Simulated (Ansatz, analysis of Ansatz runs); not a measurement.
# Local vibrational mode of the N-H pair in ZnSe (r2SCAN)

Aim: the local vibrational mode of the N-H pair in ZnSe, to be set beside the measurement. Set-up: r2SCAN, 64-site cell, r2SCAN lattice, 500 eV, k: the single point 1/4 1/4 1/4, anharmonic cut along the mode. The model is a cell of 64 host atoms with N put on another atom's site and H put in between. The frequencies come from force constants among the defect atom and its neighbours, with the masses of the isotopes named. A meta-GGA costs about twice a GGA and mends lattice constants and part of the gap.

**The experiment.** N-H stretch, 1H: 3194 cm⁻¹ at 9 K, by FTIR absorption and Raman spectroscopy (quoted in “Hydrogen in Compound Semiconductors”, 1993, E.E. Haller, quoting earlier work). N-H wag, 1H: 783 cm⁻¹ at 9 K, by FTIR absorption and Raman spectroscopy (quoted in “Hydrogen in Compound Semiconductors”, 1993, E.E. Haller, quoting earlier work). The runs below try to reproduce this.

Calculated with Ansatz 0.2.0; plane-wave PAW DFT, r2SCAN; relaxation of all atoms of a defect supercell.

Report form: the programs' logs are mostly left out.

## Step 1: Starting point

The cell holds 65 atoms: 32 Zn, 31 Se, 1 N and 1 H. Cell: a = 11.332 Å, b = 11.332 Å, c = 11.332 Å, α = 90.0°, β = 90.0°, γ = 90.0°. It derives from ZnSe (space group F-43m). Nearest the centre at fractional (0.355, 0.355, 0.605): H65 at 0.39 Å, N16 at 0.64 Å, Zn12 at 2.51 Å, Zn57 at 2.61 Å, Zn42 at 2.61 Å, Zn27 at 2.61 Å, Se6 at 3.69 Å, Se7 at 3.69 Å.

The host's primitive cell comes from a first run (plane-wave PAW DFT, r2SCAN; relaxation of the host's cell and atoms): vectors of 4.006, 4.006 and 4.006 Å. That is 22.74 Å³ an atom, 0.1 % under the diffraction cell's volume. The supercell is built on it.

## Step 2: Relaxation, charge 0

Every later number rests on the structure around the defect, so the atoms are relaxed at the host's lattice first.

Input file relax/input.yaml:

```yaml
relax:
  f_tol: 0.01
  max_steps: 80
  random_displacement: { amplitude: 0.02, seed: 294 }
crystal:
  lattice:
    - [11.33171349, 0.0, 0.0]
    - [0.0, 0.0, -11.33171349]
    - [0.0, 11.33171349, 0.0]
  atoms:
    - { symbol: Zn, position: [0.0, 0.0, 0.0] }
    - { symbol: Zn, position: [0.0, 0.25, 0.25] }
    - { symbol: Zn, position: [0.25, 0.0, 0.25] }
    - { symbol: Zn, position: [0.25, 0.25, 0.0] }
    - { symbol: Se, position: [0.125, 0.125, 0.125] }
    - { symbol: Se, position: [0.125, 0.375, 0.375] }
    - { symbol: Se, position: [0.375, 0.125, 0.375] }
    - { symbol: Se, position: [0.375, 0.375, 0.125] }
    - { symbol: Zn, position: [0.0, 0.0, 0.5] }
    - { symbol: Zn, position: [0.0, 0.25, 0.75] }
    - { symbol: Zn, position: [0.25, 0.0, 0.75] }
    - { symbol: Zn, position: [0.227073194, 0.227073194, 0.477073194] }
    - { symbol: Se, position: [0.125, 0.125, 0.625] }
    - { symbol: Se, position: [0.125, 0.375, 0.875] }
    - { symbol: Se, position: [0.375, 0.125, 0.875] }
    - { symbol: "N", position: [0.387734173, 0.387734173, 0.637734173] }
    - { symbol: Zn, position: [0.0, 0.5, 0.0] }
    - { symbol: Zn, position: [0.0, 0.75, 0.25] }
    - { symbol: Zn, position: [0.25, 0.5, 0.25] }
    - { symbol: Zn, position: [0.25, 0.75, 0.0] }
    - { symbol: Se, position: [0.125, 0.625, 0.125] }
    - { symbol: Se, position: [0.125, 0.875, 0.375] }
    - { symbol: Se, position: [0.375, 0.625, 0.375] }
    - { symbol: Se, position: [0.375, 0.875, 0.125] }
    - { symbol: Zn, position: [0.0, 0.5, 0.5] }
    - { symbol: Zn, position: [0.0, 0.75, 0.75] }
    - { symbol: Zn, position: [0.25, 0.5, 0.75] }
    - { symbol: Zn, position: [0.25, 0.75, 0.5] }
    - { symbol: Se, position: [0.125, 0.625, 0.625] }
    - { symbol: Se, position: [0.125, 0.875, 0.875] }
    - { symbol: Se, position: [0.375, 0.625, 0.875] }
    - { symbol: Se, position: [0.375, 0.875, 0.625] }
    - { symbol: Zn, position: [0.5, 0.0, 0.0] }
    - { symbol: Zn, position: [0.5, 0.25, 0.25] }
    - { symbol: Zn, position: [0.75, 0.0, 0.25] }
    - { symbol: Zn, position: [0.75, 0.25, 0.0] }
    - { symbol: Se, position: [0.625, 0.125, 0.125] }
    - { symbol: Se, position: [0.625, 0.375, 0.375] }
    - { symbol: Se, position: [0.875, 0.125, 0.375] }
    - { symbol: Se, position: [0.875, 0.375, 0.125] }
    - { symbol: Zn, position: [0.5, 0.0, 0.5] }
    - { symbol: Zn, position: [0.5, 0.25, 0.75] }
    - { symbol: Zn, position: [0.75, 0.0, 0.75] }
    - { symbol: Zn, position: [0.75, 0.25, 0.5] }
    - { symbol: Se, position: [0.625, 0.125, 0.625] }
    - { symbol: Se, position: [0.625, 0.375, 0.875] }
    - { symbol: Se, position: [0.875, 0.125, 0.875] }
    - { symbol: Se, position: [0.875, 0.375, 0.625] }
    - { symbol: Zn, position: [0.5, 0.5, 0.0] }
    - { symbol: Zn, position: [0.5, 0.75, 0.25] }
    - { symbol: Zn, position: [0.75, 0.5, 0.25] }
    - { symbol: Zn, position: [0.75, 0.75, 0.0] }
    - { symbol: Se, position: [0.625, 0.625, 0.125] }
    - { symbol: Se, position: [0.625, 0.875, 0.375] }
    - { symbol: Se, position: [0.875, 0.625, 0.375] }
    - { symbol: Se, position: [0.875, 0.875, 0.125] }
    - { symbol: Zn, position: [0.5, 0.5, 0.5] }
    - { symbol: Zn, position: [0.5, 0.75, 0.75] }
    - { symbol: Zn, position: [0.75, 0.5, 0.75] }
    - { symbol: Zn, position: [0.75, 0.75, 0.5] }
    - { symbol: Se, position: [0.625, 0.625, 0.625] }
    - { symbol: Se, position: [0.625, 0.875, 0.875] }
    - { symbol: Se, position: [0.875, 0.625, 0.875] }
    - { symbol: Se, position: [0.875, 0.875, 0.625] }
    - { symbol: H, position: [0.335271, 0.335271, 0.585271] }
basis:
  ecutwfc: 500
  xc_grid: 2
hamiltonian:
  xc: r2scan
kpoints:
  mp_grid: { grid: [1, 1, 1], shift: [0.25, 0.25, 0.25] }
scf:
  occupations: { method: fermi_dirac, width: 0.01 }
  max_iter: 120
output:
  forces: true
checkpoint:
  write: "../relax.run"
  compress: false
  write_wavefunctions: true
  write_every: 100000
```

On the command line:

```sh
> ansatz run input.yaml --threads 32 --pin off --max-ram 84787MiB --backend cuda --events-out ev --progress --plain --runs-dir out --max-vram 78GiB
```

Wall time 11 s (1 × NVIDIA GB200 with 32 threads of Arm Neoverse V2, shared host); peak memory 2.5 GiB.

The steps of the relaxation:

```
step  energy less that of the first step (eV)  largest force component (eV/Å)
   1                                   0.0000                          1.4791
   2                                  -1.2084                          1.0954
   3                                  -1.7324                          0.2812
   4                                  -1.7834                          0.4900
   5                                  -1.8014                          0.0554
   6                                  -1.8040                          0.0533
   7                                  -1.8042                          0.0048
   8                                  -1.8042                          0.0048
```

The atoms that moved most (Å, from the sites as typed, ahead of the random displacement, the mean shift of all atoms taken out):

```
atom      dx      dy      dz  length
Zn57  -0.158   0.318   0.158   0.389
Zn27   0.318  -0.158   0.158   0.389
Zn42  -0.158  -0.158  -0.318   0.389
Zn12  -0.125  -0.125   0.125   0.216
Se45  -0.071   0.030  -0.080   0.111
Se15   0.030  -0.071  -0.080   0.111
Se23   0.030   0.080   0.071   0.111
Se38  -0.071   0.080  -0.030   0.111
```

The atoms nearest to the centre after the run:

```
atom  distance (Å)
 H65         0.300
 N16         0.725
Zn42         2.272
Zn27         2.272
Zn57         2.275
Zn12         2.729
Se13         3.748
 Se7         3.750
 Se6         3.751
```

Neighbours of the added atoms: H65: N16 1.02, Zn12 2.43, Zn42 2.45 Å.

Numbers from this step:

| Quantity | Value |
| --- | --- |
| free energy | -276696.8626 eV |

The relaxation ends 28 meV an atom lower than the displaced start, with a largest force component of 0.0048 eV/Å.

## Step 3: Local vibrational modes

A local mode lives on the defect and the atoms next to it, so only the sites listed in the input are displaced, which costs far fewer SCF runs than the whole cell would.

This step: plane-wave PAW DFT, r2SCAN; finite-displacement force constants among the atoms nearest to a defect, the others at rest.

Input file modes/input.yaml:

```yaml
crystal:
  lattice:
    - [11.33171349, 0.0, 0.0]
    - [0.0, 0.0, -11.33171349]
    - [0.0, 11.33171349, 0.0]
  atoms:
    - { symbol: Zn, position: [-7.454e-06, 5.6041e-05, -0.001162741] }
    - { symbol: Zn, position: [-0.004243957, 0.250082733, 0.245510745] }
    - { symbol: Zn, position: [0.250013775, -0.004181734, 0.245505828] }
    - { symbol: Zn, position: [0.249769809, 0.249841376, -0.003161925] }
    - { symbol: Se, position: [0.125025519, 0.12509272, 0.123764064] }
    - { symbol: Se, position: [0.121731676, 0.377244896, 0.371486349] }
    - { symbol: Se, position: [0.377180058, 0.121788218, 0.371477939] }
    - { symbol: Se, position: [0.375059738, 0.375127758, 0.123114137] }
    - { symbol: Zn, position: [-0.004237767, -0.004182406, 0.499780986] }
    - { symbol: Zn, position: [-8.4056e-05, 0.25524089, 0.751662145] }
    - { symbol: Zn, position: [0.255173569, -1.8916e-05, 0.751655758] }
    - { symbol: Zn, position: [0.216161842, 0.216222425, 0.465902628] }
    - { symbol: Se, position: [0.121735005, 0.121803142, 0.626927418] }
    - { symbol: Se, position: [0.13216167, 0.377807754, 0.868611789] }
    - { symbol: Se, position: [0.377742871, 0.132226262, 0.868611528] }
    - { symbol: "N", position: [0.39213345, 0.392178116, 0.641908345] }
    - { symbol: Zn, position: [0.004423689, 0.498907804, -0.00296602] }
    - { symbol: Zn, position: [-2.6e-06, 0.749147646, 0.249751222] }
    - { symbol: Zn, position: [0.2551761, 0.501984532, 0.249685796] }
    - { symbol: Zn, position: [0.250336463, 0.748212086, -0.002102465] }
    - { symbol: Se, position: [0.126143906, 0.624126819, 0.125216658] }
    - { symbol: Se, position: [0.125027343, 0.874077859, 0.374782846] }
    - { symbol: Se, position: [0.377744336, 0.618924134, 0.381918666] }
    - { symbol: Se, position: [0.37668371, 0.872943216, 0.122620176] }
    - { symbol: Zn, position: [-7.7117e-05, 0.501978204, 0.50492595] }
    - { symbol: Zn, position: [0.004423821, 0.74734657, 0.748594305] }
    - { symbol: Zn, position: [0.278178612, 0.486222983, 0.735906722] }
    - { symbol: Zn, position: [0.249774684, 0.747150092, 0.499524062] }
    - { symbol: Se, position: [0.132160679, 0.618925461, 0.627498622] }
    - { symbol: Se, position: [0.126142296, 0.87552938, 0.873813783] }
    - { symbol: Se, position: [0.376665544, 0.623839011, 0.873528235] }
    - { symbol: Se, position: [0.37506279, 0.873416468, 0.624814009] }
    - { symbol: Zn, position: [0.49884368, 0.004489515, -0.002970155] }
    - { symbol: Zn, position: [0.501910778, 0.255237135, 0.249676898] }
    - { symbol: Zn, position: [0.749085576, 5.6381e-05, 0.249746654] }
    - { symbol: Zn, position: [0.748145899, 0.250400845, -0.002105527] }
    - { symbol: Se, position: [0.624064741, 0.126208669, 0.125215331] }
    - { symbol: Se, position: [0.618858446, 0.377806135, 0.381915141] }
    - { symbol: Se, position: [0.874012139, 0.125091392, 0.374783808] }
    - { symbol: Se, position: [0.872873733, 0.376746278, 0.122624512] }
    - { symbol: Zn, position: [0.501910274, -1.8929e-05, 0.504924153] }
    - { symbol: Zn, position: [0.486163841, 0.278244825, 0.735934678] }
    - { symbol: Zn, position: [0.747282482, 0.004487775, 0.748598155] }
    - { symbol: Zn, position: [0.74708498, 0.249836793, 0.49952858] }
    - { symbol: Se, position: [0.618854896, 0.132227244, 0.62749685] }
    - { symbol: Se, position: [0.623777274, 0.376735189, 0.873532114] }
    - { symbol: Se, position: [0.875464031, 0.126206324, 0.873813212] }
    - { symbol: Se, position: [0.873353662, 0.375129083, 0.624812792] }
    - { symbol: Zn, position: [0.502292093, 0.502365442, 0.000477629] }
    - { symbol: Zn, position: [0.498836224, 0.747352264, 0.25417335] }
    - { symbol: Zn, position: [0.747285389, 0.498902404, 0.254175738] }
    - { symbol: Zn, position: [0.75059301, 0.750653316, 0.000344574] }
    - { symbol: Se, position: [0.625787274, 0.625854672, 0.126977395] }
    - { symbol: Se, position: [0.624064738, 0.875526274, 0.375894232] }
    - { symbol: Se, position: [0.875461658, 0.624126801, 0.375895461] }
    - { symbol: Se, position: [0.875359502, 0.875421229, 0.125112983] }
    - { symbol: Zn, position: [0.486139647, 0.48620228, 0.52794959] }
    - { symbol: Zn, position: [0.502298469, 0.750782881, 0.752048605] }
    - { symbol: Zn, position: [0.75071549, 0.502369211, 0.752045028] }
    - { symbol: Zn, position: [0.748146467, 0.748207711, 0.500095614] }
    - { symbol: Se, position: [0.62376688, 0.623833276, 0.626413446] }
    - { symbol: Se, position: [0.62578948, 0.877284355, 0.875542642] }
    - { symbol: Se, position: [0.877220544, 0.625853317, 0.8755415] }
    - { symbol: Se, position: [0.872868556, 0.87294109, 0.626438357] }
    - { symbol: H, position: [0.339908754, 0.339939331, 0.589702294] }
basis:
  ecutwfc: 500
  xc_grid: 2
hamiltonian:
  xc: r2scan
kpoints:
  mp_grid: { grid: [1, 1, 1], shift: [0.25, 0.25, 0.25] }
scf:
  occupations: { method: fermi_dirac, width: 0.01 }
  max_iter: 120
output: {}
checkpoint:
  read: "../relax.run"
phonons:
  supercell: [1, 1, 1]
  displaced_sites: [11, 15, 26, 41, 64]
```

Wall time 21 s (1 × NVIDIA GB200 with 32 threads); peak memory 3.2 GiB; 94 s of CPU time.

This step gave:

```yaml
free_energy: -276696.8626 eV
```

The modes with the largest weight on the probed atoms (the light atom of a pair), for the masses of each isotope. Modes of the displaced atoms (local only where they lie over the host's phonons):

```
isotopes  mode (cm⁻¹)  share of the defect atoms
       H         3360                      0.936
       H        811.8                      0.895
       H        810.6                      0.897
       D         2453                      0.877
       D        624.3                      0.533
       D        621.8                      0.553
```

## Step 4: Point 1 along the mode

A light atom samples the curved part of its well, so the energy is mapped along the mode and the one-dimensional Schrödinger equation solved on it.

This step: plane-wave PAW DFT, r2SCAN; single point of a defect supercell.

cut0/input.yaml, as its differences from modes/input.yaml of step 3:

```diff
@@ -17,3 +17,3 @@
     - { symbol: Zn, position: [0.255173569, -1.8916e-05, 0.751655758] }
-    - { symbol: Zn, position: [0.216161842, 0.216222425, 0.465902628] }
+    - { symbol: Zn, position: [0.21616317, 0.216223755, 0.465903955] }
     - { symbol: Se, position: [0.121735005, 0.121803142, 0.626927418] }
@@ -21,3 +21,3 @@
     - { symbol: Se, position: [0.377742871, 0.132226262, 0.868611528] }
-    - { symbol: "N", position: [0.39213345, 0.392178116, 0.641908345] }
+    - { symbol: "N", position: [0.391098122, 0.391142522, 0.640873366] }
     - { symbol: Zn, position: [0.004423689, 0.498907804, -0.00296602] }
@@ -32,3 +32,3 @@
     - { symbol: Zn, position: [0.004423821, 0.74734657, 0.748594305] }
-    - { symbol: Zn, position: [0.278178612, 0.486222983, 0.735906722] }
+    - { symbol: Zn, position: [0.278174783, 0.486222058, 0.735905801] }
     - { symbol: Zn, position: [0.249774684, 0.747150092, 0.499524062] }
@@ -47,3 +47,3 @@
     - { symbol: Zn, position: [0.501910274, -1.8929e-05, 0.504924153] }
-    - { symbol: Zn, position: [0.486163841, 0.278244825, 0.735934678] }
+    - { symbol: Zn, position: [0.486162919, 0.278240992, 0.735933756] }
     - { symbol: Zn, position: [0.747282482, 0.004487775, 0.748598155] }
@@ -70,3 +70,3 @@
     - { symbol: Se, position: [0.872868556, 0.87294109, 0.626438357] }
-    - { symbol: H, position: [0.339908754, 0.339939331, 0.589702294] }
+    - { symbol: H, position: [0.354663456, 0.354697911, 0.604452045] }
 basis:
@@ -81,7 +81,5 @@
   max_iter: 120
-output: {}
+output:
+  forces: true
 checkpoint:
   read: "../relax.run"
-phonons:
-  supercell: [1, 1, 1]
-  displaced_sites: [11, 15, 26, 41, 64]
```

Elapsed: 2.5 s, on 1 × NVIDIA GB200 with 32 threads; peak memory 1.5 GiB.

Read from the output:

```yaml
free_energy: -276692.8003 eV
```

The other runs of this kind differ in structure, charge or spin alone:

```
                   run    outcome  energy less the first (eV)  moment (μB)   time
point 1 along the mode  converged                      0.0000         0.00  2.5 s
point 2 along the mode  converged                     -2.3163         0.00  2.5 s
point 3 along the mode  converged                     -3.3862         0.00  2.3 s
point 4 along the mode  converged                     -3.9217         0.00  1.9 s
point 5 along the mode  converged                     -3.9642         0.00  2.4 s
point 6 along the mode  converged                     -3.7286         0.00  2.2 s
point 7 along the mode  converged                     -3.4429         0.00  2.1 s
point 8 along the mode  converged                     -3.0835         0.00    2 s
point 9 along the mode  converged                     -2.7197         0.00    2 s
```

## Step 5: Anharmonic fundamental

Analysis of the runs above: one-dimensional Schroedinger equation on a polynomial through r2SCAN energies along the local mode.

It gives:

```
stretch          : 3191 cm⁻¹
stretch harmonic : 3360 cm⁻¹
```

Table of energy by normal coordinate:

```
normal coordinate (amu½ Å)  energy (eV)
                    -0.300         4.06
                    -0.220         1.75
                    -0.150        0.676
                    -0.075        0.141
                     0.000            0
                     0.075       0.0981
                     0.150        0.334
                     0.220        0.619
                     0.300        0.979
                     0.381         1.34
```

## Step 6: Summary of results

```yaml
distance_from_the_defect_atom_to_its_nearest_neighbour: 1.025 Å
n_h_stretch_1h: 3191 cm⁻¹
n_h_wag_1h: 811 cm⁻¹
time_of_the_whole_chain: 54 s on 32 threads and a graphics card
```

**Reading.** N-H stretch, 1H: computed 3191 cm⁻¹, measured 3194 cm⁻¹; 3 cm⁻¹ (0 %) below the measurement. N-H wag, 1H: computed 811 cm⁻¹, measured 783 cm⁻¹; 28 cm⁻¹ (4 %) above the measurement. The anharmonic cut moves the N-H stretch, 1H from 3360 to 3191 cm⁻¹; a straight cut leaves out the coupling to the other modes. Only the named neighbours move, so modes near the host's band are approximate.

[Logs are printed without paths, hosts, clocks, repeated set-up lines and the standing remarks that a program may print on its own settings, such as how far it seeks lower states.]

[Hosts, paths, dates, database ids (printed as entryN), source tags and the programs' standing remarks are cut or masked in the printed files.]

[For some hosts the program warned that the k-mesh of the response run may be too coarse for force constants and the static dielectric constant; such warnings are not shown here.]
